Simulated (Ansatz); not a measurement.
BN:

```xyz
4
Lattice="2.4982 0.0000 0.0000 -1.2491 2.1635 0.0000 0.0000 0.0000 6.6357" Properties=species:S:1:pos:R:3 pbc="T T T"
N     1.2491    0.7212    1.6589
N     0.0000    1.4424    4.9768
B     1.2491    0.7212    4.9768
B     0.0000    1.4424    1.6589
```

Base run:

```yaml
Program: Ansatz 0.2.0
Functional: exchange-only PBE
Potentials_or_basis: Ansatz PAW
Cutoff: "420 eV (not typed: the program's choice for these potentials)"
k_mesh: 12 × 12 × 4
Occupations: fermi-dirac, width 0.05 eV
Spin: no spin polarisation
```

Its results: band gap on the k mesh 4.36 eV, indirect (least direct gap 4.70 eV); pressure 18.3 GPa.

The run is repeated on the same cell with these changes: functional from exchange-only PBE to LDA; potentials or basis from Ansatz PAW to JTH PAW LDA; cutoff from 420 eV (not typed: the program's choice for these potentials) to 1350 eV. What comes out?

Band gap on the k mesh 4.09 eV, indirect (least direct gap 4.52 eV); pressure -3.2 GPa.

Caveats: so large a pressure means that the cell lies far from this level's equilibrium, or that cutoff or potentials fall short (some runs); the PAW data sets come from PBE, with cores solved anew for the run's functional, which leaves a small shift of forces and pressure (some runs).

A k mesh can miss the band edges.
